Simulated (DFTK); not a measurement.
# SnO2 (Cassiterite) (P4_2/mnm) in DFTK: reference runs

Aim: a first look at SnO2 (Cassiterite) with PBE, on the cell as given.

Program: DFTK 0.8.2. These are calculated values, not measurements. Logs are shortened: lines on timing, memory, paths and dates and some standing lists are left out, and cuts for length are marked.

## 1. The crystal as given

It takes space group P4_2/mnm (No. 136, tetragonal). Conventional cell: a = 4.738 Å, b = 4.738 Å, c = 3.187 Å, α = 90.00°, β = 90.00°, γ = 90.00°. Sn (site symmetry mmm) has 6 O at 2.05 to 2.06 Å as nearest neighbours. Around O (site symmetry m2m) lie 3 Sn at 2.05 to 2.06 Å.

## 2. Single point, PBE

Contents of run.jl:

```julia
using DFTK
using PseudoPotentialData
using Unitful, UnitfulAtomic
using LinearAlgebra, Printf
include("save.jl")
disable_threading()

# lattice vectors are the columns
lattice = austrip(1u"Å") * [         4.738            0.0            0.0;
                      0.0          4.738            0.0;
                      0.0            0.0         3.1865]
symbols   = [:Sn, :Sn, :O, :O, :O, :O]
positions = [[0.5, 0.5, 0.5],
             [0.0, 0.0, 0.0],
             [0.8071, 0.1929, 0.5],
             [0.6929, 0.6929, 0.0],
             [0.1929, 0.8071, 0.5],
             [0.3071, 0.3071, 0.0]]
pseudopotentials = PseudoFamily("dojo.nc.sr.pbe.v0_4_1.standard.upf")
elements = Dict(s => ElementPsp(s, pseudopotentials) for s in unique(symbols))
atoms    = [elements[s] for s in symbols]

build_model(lattice, positions; symmetries=true) =
    model_DFT(lattice, atoms, positions;
              functionals=PBE(),
              temperature=austrip(0.05u"eV"),
              smearing=Smearing.FermiDirac(),
              symmetries)
Ecut  = 42.0  # hartree
kgrid = [6, 6, 8]
tol   = 1e-6
to_GPa = ustrip(uconvert(u"GPa", 1u"hartree/bohr^3"))

model = build_model(lattice, positions)
basis = PlaneWaveBasis(model; Ecut, kgrid)
display(basis)
scfres = self_consistent_field(basis;
                               tol,
                               nbandsalg=AdaptiveBands(model; n_bands_converge=33))
display(scfres.energies)
@printf "Fermi level: %.6f eV\n" ustrip(auconvert(u"eV", something(scfres.εF, NaN)))
forces = compute_forces_cart(scfres)
println("Forces (eV/Å)")
for (s, f) in zip(symbols, forces)
    @printf "%-3s %12.6f %12.6f %12.6f\n" s ustrip.(auconvert.(u"eV/Å", f))...
end
stress = compute_stresses_cart(scfres)
println("Stress (GPa)")
display(round.(stress * to_GPa; digits=4))
println("Levels at the first k-point (eV): ", round.(ustrip.(auconvert.(u"eV", scfres.eigenvalues[1][1:scfres.n_bands_converge])); digits=4))
save_scf!(scfres; forces, stress)
```

Potentials or basis: dojo.nc.sr.pbe.v0_4_1.standard.upf (PBE).

Launch:

```bash
$ julia --threads=1 run.jl  # save.jl only writes the numbers to a file and isn't shown; printed stress counts tension as positive; times include loading and compiling
```

Log:

```text
PlaneWaveBasis discretization:

    Ecut                 : 42.0 Ha
    fft_size             : (60, 60, 40), 144000 total points
    kgrid                : MonkhorstPack([6, 6, 8])
    num.   red. kpoints  : 288
    num. irred. kpoints  : 50

    Discretized Model(gga_x_pbe+gga_c_pbe, 3D):
        lattice (in Bohr)    : [8.95352   , 0         , 0         ]
                               [0         , 8.95352   , 0         ]
                               [0         , 0         , 6.02161   ]
        unit cell volume     : 482.73 Bohr³

        atoms                : O₄Sn₂
        pseudopot. family    : PseudoFamily("dojo.nc.sr.pbe.v0_4_1.standard.upf")

        num. electrons       : 52
        spin polarization    : none
        temperature          : 0.0018375 Ha
        smearing             : DFTK.Smearing.FermiDirac()

        terms                : Kinetic()
                               AtomicLocal()
                               AtomicNonlocal()
                               Ewald(nothing)
                               PspCorrection()
                               Hartree()
                               Xc(gga_x_pbe, gga_c_pbe)
                               Entropy()
n     Energy            log10(ΔE)   log10(Δρ)   Diag   Δtime
---   ---------------   ---------   ---------   ----   ------
  1   -223.4142946888                   -0.26    6.4    36.7s
  2   -223.7746596634       -0.44       -0.83    3.3    20.7s
  3   -223.7875018956       -1.89       -1.20    3.4    22.5s
  4   -223.7884765708       -3.01       -1.77    2.0    16.0s
  5   -223.7885331288       -4.25       -2.04    1.0    13.0s
  6   -223.7885821350       -4.31       -2.61    1.9    14.4s
  7   -223.7885848614       -5.56       -3.28    3.8    16.6s
  8   -223.7885851603       -6.52       -3.66    3.3    20.5s
  9   -223.7885851856       -7.60       -4.06    2.5    14.3s
 10   -223.7885851897       -8.39       -4.76    3.7    16.0s
 11   -223.7885851902       -9.25       -4.76    4.1    21.1s
 12   -223.7885851903       -9.89       -5.16    1.0    13.4s
 13   -223.7885851904      -10.38       -5.96    2.1    16.1s
 14   -223.7885851904      -11.78       -6.36    4.2    17.9s
Energy breakdown (in Ha):
    Kinetic             140.3045054
    AtomicLocal         -152.1464166
    AtomicNonlocal      -56.1998701
    Ewald               -153.7169676
    PspCorrection       9.7039662
    Hartree             49.4405165
    Xc                  -61.1743190
    Entropy             -0.0000000

    total               -223.788585190387
Fermi level: 5.341487 eV
Forces (eV/Å)
Sn      0.000000     0.000000    -0.000000
Sn      0.000000    -0.000000    -0.000000
O      -0.201129     0.201129     0.000000
O       0.201129     0.201129     0.000000
O       0.201129    -0.201129    -0.000000
O      -0.201129    -0.201129    -0.000000
Stress (GPa)
3×3 StaticArraysCore.SMatrix{3, 3, Float64, 9} with indices SOneTo(3)×SOneTo(3):
 -11.1969    0.0       0.0
   0.0     -11.1969    0.0
   0.0       0.0     -14.8326
Levels at the first k-point (eV): [-16.4484, -15.7075, -15.4168, -15.3954, -15.3954, -15.2931, -15.2612, -15.174, -15.165, -15.165, -14.199, -12.338, -12.338, -10.5728, -3.3994, 0.6545, 0.6545, 0.7435, 1.6152, 2.6748, 2.7469, 3.4596, 3.4596, 3.9628, 3.9628, 4.7085, 5.9745, 10.8333, 11.1003, 11.1003, 15.206, 15.3448, 16.8291]
```

Wall time 6.2 min (1 thread of Intel Xeon 6975P-C (Granite Rapids), shared host); peak memory 3.9 GiB.

What came out:

* Free energy: -6089.5976 eV
* Pressure: 12.4 GPa
* Largest force: 0.284 eV/Å
* Band gap on the k mesh: 1.27 eV, direct

Forces in eV/Å, atoms in the order of the input:
```
Sn   0.000  0.000  0.000
Sn   0.000  0.000  0.000
O   -0.201  0.201  0.000
O    0.201  0.201  0.000
O    0.201 -0.201  0.000
O   -0.201 -0.201  0.000
```

Caveat: the files of the heavy main-group elements may lack f projectors, which makes oxides come out too large; spin-orbit coupling is left out, which moves the levels of the heavy elements.
